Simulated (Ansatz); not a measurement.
A plane-wave DFT run in Ansatz 0.2.0 (scalar-relativistic PAW potentials unless the input names others): input and command.

```yaml
crystal:
  lattice:
    - [12.2, 0.0, 0.0]
    - [0.0, 13.3, 0.0]
    - [0.0, 0.0, 2.5630478463]
  atoms:
    - { symbol: B, position: [0.5525214723, 0.4622434661, 0.0] }
    - { symbol: "N", position: [0.5525214723, 0.3941100634, 0.5] }
    - { symbol: B, position: [0.4474785277, 0.5985102715, 0.5] }
    - { symbol: "N", position: [0.4474785277, 0.5303768688, 0.0] }
    - { symbol: H, position: [0.6321633519, 0.5139011218, 0.0] }
    - { symbol: H, position: [0.484257004, 0.3498320728, 0.5] }
    - { symbol: H, position: [0.6207859405, 0.3498320728, 0.5] }
    - { symbol: H, position: [0.5271204074, 0.6501679272, 0.5] }
    - { symbol: H, position: [0.3678366481, 0.6501679272, 0.5] }
    - { symbol: H, position: [0.3792140595, 0.4860988782, 0.0] }
basis:
  ecutwfc: "25.7 Ry"
kpoints:
  mp_grid: { grid: [1, 1, 13] }
hamiltonian:
  xc: pbe
scf:
  occupations: { method: gaussian, width: 0.05 }
output:
  forces: true
  eigenvalues: true
  stress: true
relax:
  adjacent_minimum: "off"
  f_tol: 0.02
  max_steps: 45
  cell: { fix: [a, b, alpha, beta, gamma], stress_tol: 0.03 }
```

```bash
ansatz run input.yaml --threads 4 --pin off --max-ram 11264MiB --backend cpu --events-out ev --progress --plain --runs-dir out
```

Abridged log:
```
Warning: basis.ecutwfc = 349.66631326 eV is below the records' recommended 420 eV, and the density's cutoff is lower with it unless basis.ecutrho_ratio is high enough to keep the records' density cutoff: compare with a run at a higher cutoff
Basis set: ecut = 349.66631326 eV, 6115 PW (Γ), exchange–correlation on 150×180×32 points (8 copies of the dense FFT grid, shifted against one another)
Bands: 21, of which v1, the nominal top of the filled ones, is band 11 counted from 1 (10 counted from 0)
Symmetry: 2 space group operations
k-points: 7 of 13
SCF iter   1: F=—  HF=-1178.667973 eV  |F-HF|=—  |Δ(HF+E_count)|=         —  Δρ=4.35e-3  dr2=4.13e-1  ethr=1.77e-3  ⟨swp⟩=7.1  Hψ=996  notcnv=0  defer=4
SCF iter   2: F=—  HF=-1178.513632 eV  |F-HF|=—  |Δ(HF+E_count)|=   1.54e-1  Δρ=2.57e-3  dr2=3.76e-2  ethr=1.77e-3  ⟨swp⟩=2.9  Hψ=292  notcnv=0  defer=32
SCF iter   3: F=—  HF=-1178.510508 eV  |F-HF|=—  |Δ(HF+E_count)|=   3.12e-3  Δρ=1.18e-3  dr2=4.73e-3  ethr=1.71e-4  ⟨swp⟩=2.7  Hψ=307  notcnv=0  defer=33
SCF iter   4: F=—  HF=-1178.511113 eV  |F-HF|=—  |Δ(HF+E_count)|=   6.05e-4  Δρ=4.38e-4  dr2=6.71e-4  ethr=2.15e-5  ⟨swp⟩=2.0  Hψ=228  notcnv=0  defer=33
SCF iter   5: F=—  HF=-1178.511191 eV  |F-HF|=—  |Δ(HF+E_count)|=   7.79e-5  Δρ=9.94e-5  dr2=3.42e-5  ethr=3.05e-6  ⟨swp⟩=2.0  Hψ=220  notcnv=0  defer=33
SCF iter   6: F=—  HF=-1178.511115 eV  |F-HF|=—  |Δ(HF+E_count)|=   7.56e-5  Δρ=2.47e-5  dr2=1.64e-6  ethr=1.55e-7  ⟨swp⟩=2.0  Hψ=221  notcnv=0  defer=33
SCF iter   7: F=—  HF=-1178.511117 eV  |F-HF|=—  |Δ(HF+E_count)|=   1.25e-6  Δρ=9.53e-6  dr2=2.51e-7  ethr=7.44e-9  ⟨swp⟩=2.0  Hψ=184  notcnv=0  defer=33
SCF iter   8: F=-1178.511117 eV  HF=-1178.511117 eV  |F-HF|=1.36e-8  |Δ(HF+E_count)|=   3.07e-8  Δρ=2.78e-6  dr2=2.22e-8  ethr=4.55e-10  ⟨swp⟩=17.0  Hψ=1077  notcnv=0
SCF 1 converged in 8 iterations: F = -1178.511117 eV  dr2 = 2.22e-8
relax step   1: F+E_penalty+E_count = -1178.51111670 eV  Δ(F+E_penalty+E_count) = +0.000e0 eV  max|allowed force component| = 1.507e0 eV/Å  Δτ_max = 0.0000 Å  P = +0.827 GPa  Ω = 415.880 Å³  fix = [a, b, alpha, beta, gamma]  reactions: a +0.524, b +0.503 GPa; gamma -0.218 GPa/rad (8 SCF iters, dr2 threshold 1.00e-7 eV, accepted)
Crystal: 10 atoms, lattice volume = 421.056 Å³
Basis set: ecut = 349.66631326 eV, 6167 PW (Γ), exchange–correlation on 150×180×32 points (8 copies of the dense FFT grid, shifted against one another)
Initial density: handed on by an earlier stage of this run
Initial wavefunctions: those handed on with the density
   ...
SCF iter   7: F=-1178.676436 eV  HF=-1178.676436 eV  |F-HF|=5.06e-9  |Δ(HF+E_count)|=   7.64e-8  Δρ=1.75e-6  dr2=8.80e-9  ethr=2.84e-10  ⟨swp⟩=10.1  Hψ=884  notcnv=0
SCF 28 converged in 7 iterations: F = -1178.676436 eV  dr2 = 8.80e-9
relax step  28: F+E_penalty+E_count = -1178.67643629 eV  Δ(F+E_penalty+E_count) = -1.426e-3 eV  max|allowed force component| = 1.860e-2 eV/Å  Δτ_max = 0.0709 Å  P = -0.038 GPa  Ω = 426.598 Å³  energy of the carried Pulay correction = -4.265e-3 eV  fix = [a, b, alpha, beta, gamma]  reactions: a -0.011, b -0.085 GPa; gamma -0.006 GPa/rad (7 SCF iters, dr2 threshold 6.26e-8 eV, accepted)
Basis set: ecut = 349.66631326 eV, 6269 PW (Γ), exchange–correlation on 150×180×36 points (8 copies of the dense FFT grid, shifted against one another)
SCF iter   1: F=—  HF=-1178.679285 eV  |F-HF|=—  |Δ(HF+E_count)|=         —  Δρ=6.94e-5  dr2=1.21e-6  ethr=5.80e-7  ⟨swp⟩=3.3  Hψ=1471  notcnv=0
SCF iter   2: F=—  HF=-1178.680538 eV  |F-HF|=—  |Δ(HF+E_count)|=   1.25e-3  Δρ=3.44e-5  dr2=3.03e-7  ethr=5.52e-9  ⟨swp⟩=2.0  Hψ=280  notcnv=0
SCF iter   3: F=—  HF=-1178.681045 eV  |F-HF|=—  |Δ(HF+E_count)|=   5.07e-4  Δρ=1.48e-5  dr2=4.42e-8  ethr=1.38e-9  ⟨swp⟩=2.3  Hψ=212  notcnv=0
SCF iter   4: F=—  HF=-1178.681260 eV  |F-HF|=—  |Δ(HF+E_count)|=   2.15e-4  Δρ=8.58e-7  dr2=2.29e-9  ethr=2.01e-10  ⟨swp⟩=2.6  Hψ=301  notcnv=0
SCF iter   5: F=—  HF=-1178.681262 eV  |F-HF|=—  |Δ(HF+E_count)|=   2.00e-6  Δρ=3.88e-7  dr2=6.26e-10  ethr=1.04e-11  ⟨swp⟩=2.1  Hψ=220  notcnv=0
SCF iter   6: F=—  HF=-1178.681262 eV  |F-HF|=—  |Δ(HF+E_count)|=   5.18e-8  Δρ=1.50e-7  dr2=9.21e-11  ethr=2.84e-12  ⟨swp⟩=2.0  Hψ=221  notcnv=0
SCF iter   7: F=-1178.681262 eV  HF=-1178.681262 eV  |F-HF|=2.46e-10  |Δ(HF+E_count)|=  4.57e-10  Δρ=2.84e-8  dr2=3.48e-12  ethr=1.00e-12  ⟨swp⟩=11.1  Hψ=730  notcnv=0
SCF 29 converged in 7 iterations: F = -1178.681262 eV  dr2 = 3.48e-12
SCF converged after 7 iterations
Free energy (F): -1178.681262 eV
Harris-Foulkes:  -1178.681262 eV  (|F-HF|=2.46e-10)
Internal energy: -1178.681262 eV  (E = F + TS)
E sigma→0 (E₀):  -1178.681262 eV
Fermi energy:    -2.812195 eV
--- Forces (eV/Å), atoms counted from 1 ---
  atom   1  B     -0.01208815    -0.01389878     0.00000000
  atom   2  N      0.00351858     0.01603994     0.00000000
  atom   3  B     -0.00423365    -0.01699429     0.00000000
  atom   4  N      0.00111661     0.01086884     0.00000000
  atom   5  H     -0.00176512    -0.00020442     0.00000000
  atom   6  H      0.00365728     0.00162188     0.00000000
  atom   7  H      0.00099491     0.00259742     0.00000000
  atom   8  H     -0.00257803    -0.00011013     0.00000000
  atom   9  H      0.00598529    -0.00086821     0.00000000
  atom  10  H      0.00539374     0.00094812     0.00000000
--- Stress (GPa, compression-positive) ---
       -0.009187       0.004463       0.000000
        0.004462      -0.085757       0.000000
        0.000000       0.000000      -0.003073
  P = ⅓ Tr σ = -0.0327 GPa (-0.327 kbar)
--- Relaxed structure (27 steps of the walk, 25 accepted, 2 SCFs on fresh bases) ---
  F+E_penalty+E_count = -1178.68126193 eV   max|allowed force component| = 1.699e-2 eV/Å   (the final SCF, on the basis selected at the relaxed cell)
  cell:  # Å, volume = 426.5981 Å³
    - [12.2, -1.49027079e-112, 0.0]
    - [-1.62463947e-112, 13.3, 0.0]
    - [0.0, 0.0, 2.62910182]
  atoms:
    - { symbol: B, position: [0.52969470, 0.44594959, 0.0] }
    - { symbol: N, position: [0.49371430, 0.38385728, 0.49999999] }
    - { symbol: B, position: [0.50378442, 0.61336730, 0.49999999] }
    - { symbol: N, position: [0.47446809, 0.54827105, 0.0] }
    - { symbol: H, position: [0.62836925, 0.44995949, 0.0] }
    - { symbol: H, position: [0.41095345, 0.36886059, 0.49999999] }
    - { symbol: H, position: [0.53242928, 0.31542381, 0.49999999] }
    - { symbol: H, position: [0.60120951, 0.62983440, 0.49999999] }
    - { symbol: H, position: [0.44643542, 0.68794364, 0.49999999] }
    - { symbol: H, position: [0.39031894, 0.54177346, 0.0] }
```

Apart from outputs and empty bands, the input differs from a reference run on usual settings in basis.ecutwfc: 420 → "25.7 Ry". The reference, at the same start, ended its own course with a relaxed volume of 42.68 Å³/atom, pressure -0.02 GPa (averaged over a cell that holds vacuum), largest force 0.016 eV/Å, gap on the mesh 3.14 eV. This run converged in 202 SCF iterations over all its steps (reference: 195) with an energy at zero smearing 19.16 meV/atom above the reference's, a relaxed volume of 42.66 Å³/atom, pressure -0.03 GPa (averaged over a cell that holds vacuum), largest force 0.018 eV/Å, gap on the mesh 3.14 eV. Its cutoff is looser than usual, and the result moved.

The run took 53 s on 4 threads of Arm Neoverse V1 (shared host), peak memory 0.56 GiB.